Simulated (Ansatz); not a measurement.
`CCC(=O)O` and `C=CC(=O)O` differ in one atom or group.

Ansatz, PBE0-D4/def2-TZVP geometries, multiplicity 1. Each molecule was computed in one conformer, which needn't be the lowest.

```
                                      property  `CCC(=O)O`
           HOMO–LUMO gap (PBE/def2-TZVPP) / eV        5.55
zero-point energy (PBE0-D4/def2-TZVP) / kJ/mol       238.3
             LUMO energy (PBE/def2-TZVPP) / eV       -0.87
             HOMO energy (PBE/def2-TZVPP) / eV       -6.42
size of the dipole moment (PBE/def2-TZVPP) / D        1.57
         HOMO–LUMO gap (B3LYP/def2-TZVPP) / eV        7.84
```

(1) Give the same properties after the change, and the shifts. (Best estimate.)

Results:

(1) Ansatz gave: 
```json
{"property": "HOMO–LUMO gap (PBE/def2-TZVPP) / eV", "`C=CC(=O)O`": "3.98", "shift": "-1.57"}
{"property": "zero-point energy (PBE0-D4/def2-TZVP) / kJ/mol", "`C=CC(=O)O`": "177.8", "shift": "-60.5"}
{"property": "LUMO energy (PBE/def2-TZVPP) / eV", "`C=CC(=O)O`": "-2.52", "shift": "-1.65"}
{"property": "HOMO energy (PBE/def2-TZVPP) / eV", "`C=CC(=O)O`": "-6.50", "shift": "-0.08"}
{"property": "size of the dipole moment (PBE/def2-TZVPP) / D", "`C=CC(=O)O`": "2.05", "shift": "0.48"}
{"property": "HOMO–LUMO gap (B3LYP/def2-TZVPP) / eV", "`C=CC(=O)O`": "6.17", "shift": "-1.67"}
```

With PBE0 the HOMO falls by 0.11 eV and the LUMO falls by 1.84 eV, so the gap narrows by about 1.73 eV. PBE moves the HOMO by -0.08 eV and ωB97M-V by -0.12 eV. The zero-point energy changes by -60.5 kJ/mol with -6 modes. Dipoles are sizes alone; their direction can turn.

B3LYP here is the variant with VWN-RPA as its local correlation; programs differ in this.

Positive LUMOs are unbound, so they and the gaps depend on the basis.
